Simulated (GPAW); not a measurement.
# GaN (F-43m) in GPAW: convergence with k mesh

Aim: find how far k mesh must go before the results for GaN settle, at r2SCAN. This setting moves, with any that are tied to it; all else stays.

Program: GPAW 26.7.0. These are calculated values, not measurements. Logs are shortened: lines on timing, memory, paths and dates and some standing lists are left out, and cuts for length are marked. The log counts tension as positive stress, the text compression.

### 1 The structure

The structure is cubic, space group F-43m (No. 216). The conventional cell has a = 4.507 Å, b = 4.507 Å, c = 4.507 Å, α = 90.00°, β = 90.00°, γ = 90.00°. Ga (site symmetry -43m) has 4 N at 1.95 Å as nearest neighbours. Around N (site symmetry -43m) lie 4 Ga at 1.95 Å.

The cell is a database's computed one.

### 2 With k mesh 3 × 3 × 3

run.py

```python
import numpy as np
from ase.dft.bandgap import bandgap
from ase.io import read, write
from ase.units import Ha
from gpaw import GPAW, PW
from gpaw.hybrids.energy import non_self_consistent_energy
from gpaw.new.pw.nschse import non_self_consistent_matrix_elements

atoms = read('GaN.xyz')

calc = GPAW(mode=PW(650),
            xc='MGGA_X_R2SCAN+MGGA_C_R2SCAN',
            kpts={'size': (3, 3, 3), 'gamma': True},
            occupations={'name': 'fermi-dirac', 'width': 0.001},
            nbands=11,
            convergence={'density': 1e-06, 'bands': 9},
            maxiter=150,
            txt='gpaw.txt')
atoms.calc = calc
energy = atoms.get_potential_energy()
calc.write('gs.gpw')
write('result.traj', atoms)
print(f'Energy: {energy:.6f} eV')
print('Fermi level:', round(calc.get_fermi_level(), 4), 'eV')
print(f'Gap: {bandgap(calc)[0]:.4f} eV, direct: {bandgap(calc, direct=True)[0]:.4f} eV')

calc.write('wfs.gpw', mode='all')
eps = calc.eigenvalues()
free = calc.get_potential_energy(force_consistent=True)
semilocal_x = free + calc.get_xc_difference('MGGA_X_R2SCAN')  # without correlation
exact_x = non_self_consistent_energy(calc, 'EXX').sum()
h_x = non_self_consistent_matrix_elements(GPAW('wfs.gpw').dft, 'MGGA_X_R2SCAN')
h_exx = non_self_consistent_matrix_elements(GPAW('wfs.gpw').dft, 'EXX')
shift = np.einsum('sknn->skn', h_exx - h_x).real * Ha
np.savetxt('shift.dat', shift[..., :9].reshape((-1, 9)), fmt='%.4f')
occupied = eps < calc.get_fermi_level()
for name, a in {'r2SCAN0': 0.25, 'r2SCANh': 0.1, 'r2SCAN50': 0.5}.items():
    levels = (eps + a * shift)[..., :9]
    gap = levels[~occupied[..., :9]].min() - levels[occupied[..., :9]].max()
    print(f'{name}: share {a}, energy {free + a * (exact_x - semilocal_x):.6f} eV, gap {gap:.4f} eV')
```

GaN.xyz

```xyz
2
Lattice="0.0000000000 2.2535006075 2.2535006075 2.2535006075 0.0000000000 2.2535006075 2.2535006075 2.2535006075 0.0000000000" Properties=species:S:1:pos:R:3 pbc="T T T"
Ga     0.0000000000      0.0000000000      0.0000000000
N      1.1267503038      1.1267503038      1.1267503038
```

Potentials or basis: GPAW PAW data sets (gpaw-data 1.2.1), pw.

The run is started by

```bash
OMP_NUM_THREADS=1 python run.py
```

Run time: 7.4 s. Hardware: 1 thread of Arm Neoverse V2, shared host; peak memory 0.25 GiB.

It converged, with:

* Free energy: -20.2599 eV
* Band gap on the k mesh: 2.21 eV, direct

### 3 With k mesh 4 × 4 × 4

Changes to run.py since step 2:

```diff
@@ -12,3 +12,3 @@
             xc='MGGA_X_R2SCAN+MGGA_C_R2SCAN',
-            kpts={'size': (3, 3, 3), 'gamma': True},
+            kpts={'size': (4, 4, 4), 'gamma': True},
             occupations={'name': 'fermi-dirac', 'width': 0.001},
```

GaN.xyz is that of step 2.

Potentials or basis: GPAW PAW data sets (gpaw-data 1.2.1), pw.

The run is started by

```bash
OMP_NUM_THREADS=1 python run.py
```

It took 19 s on 1 thread of Arm Neoverse V2, shared host; peak memory 0.29 GiB.

It converged, with:

- Free energy: -20.4904 eV
- Band gap on the k mesh: 2.26 eV, direct

### 4 With k mesh 5 × 5 × 5

Changes to run.py since step 3:

```diff
@@ -12,3 +12,3 @@
             xc='MGGA_X_R2SCAN+MGGA_C_R2SCAN',
-            kpts={'size': (4, 4, 4), 'gamma': True},
+            kpts={'size': (5, 5, 5), 'gamma': True},
             occupations={'name': 'fermi-dirac', 'width': 0.001},
```

GaN.xyz is that of step 3.

The run is started by

```bash
OMP_NUM_THREADS=1 python run.py
```

Run time: 39 s. Hardware: 1 thread of Arm Neoverse V2, shared host; peak memory 0.32 GiB.

Results (log left out):

```
Free energy            : -20.5329 eV
Band gap on the k mesh : 2.28 eV, direct
```

### 5 With k mesh 6 × 6 × 6

Changes to run.py since step 4:

```diff
@@ -12,3 +12,3 @@
             xc='MGGA_X_R2SCAN+MGGA_C_R2SCAN',
-            kpts={'size': (5, 5, 5), 'gamma': True},
+            kpts={'size': (6, 6, 6), 'gamma': True},
             occupations={'name': 'fermi-dirac', 'width': 0.001},
```

GaN.xyz is that of step 4.

The run is started by

```bash
OMP_NUM_THREADS=1 python run.py
```

Wall time 95 s (1 thread of Arm Neoverse V2, shared host); peak memory 0.32 GiB.

The run converged. Its results:

* Free energy: -20.5449 eV
* Band gap on the k mesh: 2.28 eV, direct

### 6 With k mesh 7 × 7 × 7

Changes to run.py since step 5:

```diff
@@ -12,3 +12,3 @@
             xc='MGGA_X_R2SCAN+MGGA_C_R2SCAN',
-            kpts={'size': (6, 6, 6), 'gamma': True},
+            kpts={'size': (7, 7, 7), 'gamma': True},
             occupations={'name': 'fermi-dirac', 'width': 0.001},
```

GaN.xyz is that of step 5.

Potentials or basis: GPAW PAW data sets (gpaw-data 1.2.1), pw.

The run is started by

```bash
OMP_NUM_THREADS=1 python run.py
```

Wall time 3 min (1 thread of Arm Neoverse V2, shared host); peak memory 0.44 GiB.

Results (log left out):

```yaml
Free_energy: -20.5477 eV
Band_gap_on_the_k_mesh: 2.28 eV, direct
```

### 7 With k mesh 8 × 8 × 8

Changes to run.py since step 6:

```diff
@@ -12,3 +12,3 @@
             xc='MGGA_X_R2SCAN+MGGA_C_R2SCAN',
-            kpts={'size': (7, 7, 7), 'gamma': True},
+            kpts={'size': (8, 8, 8), 'gamma': True},
             occupations={'name': 'fermi-dirac', 'width': 0.001},
```

GaN.xyz is that of step 6.

Potentials or basis: GPAW PAW data sets (gpaw-data 1.2.1), pw.

The run is started by

```bash
OMP_NUM_THREADS=1 python run.py
```

gpaw.txt:

```text
__  _  _
 | _ |_)|_||  |
 |__||  | ||/\| - 26.7.0

Input parameters:
  mode=PW(ecut=650.0),
  convergence={'density': 1e-06, 'bands': 9},
  kpts=MonkhorstPack(size=(8, 8, 8), gamma=True),
  maxiter=150,
  nbands=11,
  occupations=Occupations(name='fermi-dirac', width=0.001),
  xc=XC(name='MGGA_X_R2SCAN+MGGA_C_R2SCAN')

Diagonalizing LCAO Hamiltonian
Converting LCAO to pw mode

           N
       Ga

Atoms  # Å, Bohr magnetons
|   | symbol |        x |        y |        z |    initial magnetic moments |
|---|--------|----------|----------|----------|-----------------------------|
| 0 |     Ga | 0.000000 | 0.000000 | 0.000000 | ( 0.0000,  0.0000,  0.0000) |
| 1 |      N | 1.126750 | 1.126750 | 1.126750 | ( 0.0000,  0.0000,  0.0000) |

Unit cell  # Å
| periodic |        x |        y |        z |  lengths |    angles |
|----------|----------|----------|----------|----------|-----------|
|      yes | 0.000000 | 2.253501 | 2.253501 | 3.186931 | 60.000000 |
|      yes | 2.253501 | 0.000000 | 2.253501 | 3.186931 | 60.000000 |
|      yes | 2.253501 | 2.253501 | 0.000000 | 3.186931 | 60.000000 |

Number of symmetries: 24
Symmetry operations  # r_c * U_cc + t_c -> r_c
|    | kind |            matrix            |
|----|------|------------------------------|
|  0 |  E   |  1, 0, 0,  0, 1, 0,  0, 0, 1 |
|  1 |  σ   |  1, 0, 0,  0, 0, 1,  0, 1, 0 |
|  2 |  σ   |  1, 0,-1,  0, 1,-1,  0, 0,-1 |
|  3 |  C3  |  1, 0,-1,  0, 0,-1,  0, 1,-1 |
|  4 |  C3  |  1,-1, 0,  0,-1, 1,  0,-1, 0 |
|  5 |  σ   |  1,-1, 0,  0,-1, 0,  0,-1, 1 |
|  6 |  σ   |  0, 1, 0,  1, 0, 0,  0, 0, 1 |
|  7 |  C3  |  0, 1, 0,  0, 0, 1,  1, 0, 0 |
|  8 |  C2  |  0, 1,-1,  1, 0,-1,  0, 0,-1 |
|  9 |  S4  |  0, 1,-1,  0, 0,-1,  1, 0,-1 |
| 10 |  C3  |  0, 0, 1,  1, 0, 0,  0, 1, 0 |
| 11 |  σ   |  0, 0, 1,  0, 1, 0,  1, 0, 0 |
| 12 |  S4  |  0, 0,-1,  1, 0,-1,  0, 1,-1 |
| 13 |  C3  |  0, 0,-1,  0, 1,-1,  1, 0,-1 |
| 14 |  S4  |  0,-1, 1,  1,-1, 0,  0,-1, 0 |
| 15 |  C2  |  0,-1, 1,  0,-1, 0,  1,-1, 0 |
| 16 |  C3  |  0,-1, 0,  1,-1, 0,  0,-1, 1 |
| 17 |  S4  |  0,-1, 0,  0,-1, 1,  1,-1, 0 |
| 18 |  S4  | -1, 1, 0, -1, 0, 1, -1, 0, 0 |
| 19 |  C3  | -1, 1, 0, -1, 0, 0, -1, 0, 1 |
| 20 |  C3  | -1, 0, 1, -1, 1, 0, -1, 0, 0 |
| 21 |  S4  | -1, 0, 1, -1, 0, 0, -1, 1, 0 |
| 22 |  σ   | -1, 0, 0, -1, 1, 0, -1, 0, 1 |
| 23 |  C2  | -1, 0, 0, -1, 0, 1, -1, 1, 0 |

BZ-sampling:
  Number of BZ points: 512
  Number of IBZ points: 29

  Monkhorst-Pack size: [8, 8, 8]
  Monkhorst-Pack shift: [0.0625, 0.0625, 0.0625]

K-points  # in reciprocal-cell coordinates
|     |                                coordinates |     weight |
|-----|--------------------------------------------|------------|
|   0 | (  0.00000000,   0.00000000,   0.00000000) | 0.00195312 |
|   1 | (  0.12500000,   0.12500000,   0.00000000) | 0.01171875 |
|   2 | (  0.12500000,   0.12500000,   0.12500000) | 0.01562500 |
|   3 | (  0.25000000,   0.12500000,   0.12500000) | 0.02343750 |
|   4 | (  0.25000000,   0.25000000,   0.00000000) | 0.01171875 |
|   5 | (  0.25000000,   0.25000000,   0.12500000) | 0.04687500 |
|   6 | (  0.25000000,   0.25000000,   0.25000000) | 0.01562500 |
|   7 | (  0.37500000,   0.25000000,  -0.37500000) | 0.04687500 |
|   8 | (  0.37500000,   0.25000000,   0.12500000) | 0.04687500 |
|   9 | (  0.37500000,   0.25000000,   0.25000000) | 0.04687500 |
| ... |                                            |            |
|  28 | (  0.50000000,   0.50000000,   0.50000000) | 0.00781250 |

Plane wave coefficients: 881
Cutoff: 650.0 eV

Spin-components: 1 (collinear spins)
Bands:           11
Projectors:      10
Spin-degeneracy: 2
Datatype:        complex128

Density:
  Valence electrons: 8.0
  Components: 1
  Grid points: [20 20 20]
  Charge: 0.0  # |e|

Potential:
  Grid points: [20 20 20]

species:
  Ga:
    name:    Gallium
    Z:       31.0
    valence: 3
    core:    28
    charge:  0.0  # [|e|]
    compensation charges:
      type: gauss
      rc: 0.37  # [Å]
      lmax: 2
    cutoffs:
      filter: 2.06  # [Å]
      core: 4.17  # [Å]
    projectors
    | kind |    occ | energy [eV] | rcut [Å] |
    |------|--------|-------------|----------|
    |   4s |  2.000 |      -8.945 |    1.164 |
    |   4p |  1.000 |      -2.580 |    1.164 |
    |    s |        |      18.266 |    1.164 |
    |    p |        |      24.631 |    1.164 |
    |    d |        |       0.000 |    1.164 |

    Using partial waves for Ga as LCAO basis

  N:
    name:    Nitrogen
    Z:       7.0
    valence: 5
    core:    2
    charge:  0.0  # [|e|]
    compensation charges:
      type: gauss
      rc: 0.18  # [Å]
      lmax: 2
    cutoffs:
      filter: 1.11  # [Å]
      core: 0.96  # [Å]
    projectors
    | kind |    occ | energy [eV] | rcut [Å] |
    |------|--------|-------------|----------|
    |   2s |  2.000 |     -18.583 |    0.603 |
    |   2p |  3.000 |      -7.089 |    0.529 |
    |    s |        |       8.629 |    0.603 |
    |    p |        |      20.123 |    0.529 |
    |    d |        |       0.000 |    0.577 |

    Using partial waves for N as LCAO basis

Reference energy: -54366.393033  # eV

eigensolver:
  PPCG
  Converge bands: 9
  niter=2

density mixing:
  MSR1-Mixer
  Pratt-step length: 0.05
  Maximum mixing coefficient: 0.75
  Old densities: 10
  SVD Regularization: 0.005
  Good broyden scale: 1.0
  Trust region scale: 1.0
  Backstep threshold: 4.0
  History deletion threshold: 6.0
  Fourier metric: weight=20.0, sigma=0.015

occupation numbers:
  Fermi-Dirac:
    width: 0.0010  # eV

poisson solver:
  ecut: 5200.0  # eV

xc functional:
  name: MGGA_X_R2SCAN+MGGA_C_R2SCAN with 2 nearest neighbor stencil

convergence criteria:
- Maximum integral of absolute [dens]ity change: 1e-06 electrons / valence electron
- Maximum [total energy] change in last 3 cyles: 0.0005 eV / valence electron
- Maximum integral of absolute [eigenst]ate change: 4e-08 eV^2 / valence electron
maximum number of iterations: 150

SCF iterations
|iter     | |      energy | eigst |  dens |
|---------|-|-------------|-------|-------|
|iter:   1| |  -23.898182 | +1.87 |       |
|iter:   2| |  -21.410919 | +0.44 | -0.59 |
|iter:   3| |  -20.523988 | -0.27 | -0.63 |
|iter:   4| |  -20.541328 | -1.71 | -1.29 |
|iter:   5| |  -20.547509 | -2.62 | -1.54 |
|iter:   6| |  -20.547410 | -4.61 | -2.59 |
|iter:   7| |  -20.547424c| -5.42 | -3.15 |
|iter:   8| |  -20.547424c| -7.27 | -4.17 |
|iter:   9| |  -20.547424c| -7.19 | -4.71 |
|iter:  10| |  -20.547424c| -8.15c| -5.95 |
|iter:  11| |  -20.547424c| -8.49c| -6.55c|

Converged in 11 steps
Energy contributions relative to reference atoms: (reference = -54366.393033)

Energy contributions:
  Kinetic:          30.471759
  Coulomb:         -26.193779
  Zero:              0.043246
  External:          0.000000
  Xc:              -24.868649
  Entropy:          -0.000000
  Spinorbit:         0.000000
  ----------------------------
  Free energy:     -20.547424
  Extrapolated:    -20.547424

dipole moment: (-12.502184, -12.502184, -12.502184)  # |e|*Ang

Fermi level: 6.496
Eigenvalues  # (at kpt = [0.000, 0.000, 0.000])
| band index |      eig [eV] | occ [0-2] |
|------------|---------------|-----------|
|          0 |       -10.571 |     2.000 |
|          1 |         6.089 |     2.000 |
|          2 |         6.089 |     2.000 |
|          3 |         6.089 |     2.000 |
|          4 |         8.372 |     0.000 |
|          5 |        17.181 |     0.000 |
|          6 |        17.181 |     0.000 |
|          7 |        17.181 |     0.000 |
|          8 |        24.747 |     0.000 |
|          9 |        25.099 |     0.000 |
|         10 |        25.277 |     0.000 |

Gap: 2.283 eV
Transition (v -> c):
  (s=0, k=0, n=3, [0.00, 0.00, 0.00]) -> (s=0, k=0, n=4, [0.00, 0.00, 0.00])
No difference between direct/indirect transitions
# Writing to gs.gpw (mode='')

# Writing to wfs.gpw (mode='all')
```

shift.dat:

```text
-9.4690 -4.1980 -4.1984 -4.1984 2.4789 3.7944 3.7942 3.7942 4.1800
-9.3868 -4.3743 -4.3901 -4.3903 2.7281 3.6564 4.0113 4.0112 3.0736
-9.4073 -4.4562 -4.2724 -4.2724 2.6501 3.8002 3.8825 3.8825 3.1863
-9.3085 -4.9478 -4.5719 -4.3010 3.1195 3.7807 3.8642 3.9749 3.0247
-9.1585 -5.2678 -4.7514 -4.7513 3.1228 3.6769 3.0660 4.4835 4.4832
-9.2513 -5.1600 -4.5605 -4.4850 3.2392 3.7024 3.7825 4.1364 3.4010
[... 21 lines left out ...]
-8.8754 -6.4008 -4.7923 -4.6701 3.4319 3.6498 4.2450 3.7813 4.0633
-8.8956 -6.5159 -4.5716 -4.5716 3.2214 4.3891 3.5583 3.5583 4.0458
```

Run time: 6.2 min. Hardware: 1 thread of Arm Neoverse V2, shared host; peak memory 0.51 GiB.

What came out:

```
Free energy            : -20.5474 eV
Band gap on the k mesh : 2.28 eV, direct
```

### 8 The series at a glance

| k mesh | energy less the tightest run, at zero smearing (meV/atom) | gap on the mesh (eV) | SCF cycles | CPU time (s) | peak memory (GiB) |
| --- | --- | --- | --- | --- | --- |
| 3 × 3 × 3 | 143.74 | 2.211 | 13 | 7.4 | 0.25 |
| 4 × 4 × 4 | 28.49 | 2.263 | 11 | 19 | 0.29 |
| 5 × 5 × 5 | 7.26 | 2.277 | 11 | 39 | 0.32 |
| 6 × 6 × 6 | 1.26 | 2.281 | 11 | 95 | 0.32 |
| 7 × 7 × 7 | -0.16 | 2.283 | 11 | 180 | 0.44 |
| 8 × 8 × 8 | 0.00 | 2.283 | 11 | 370 | 0.51 |

Against the tightest run, the energy stays within 1 meV/atom from 7 × 7 × 7 on; the gap on the mesh stays within 0.01 eV from 5 × 5 × 5 on. Meshes of other sizes hit other points, so gaps and Fermi surfaces needn't settle smoothly. The tightest run that finished is the yardstick and may itself not be fully converged.

Caveats: energy and the plain gap are those of the semilocal run; the hybrids' values are one shot on its orbitals and mesh.
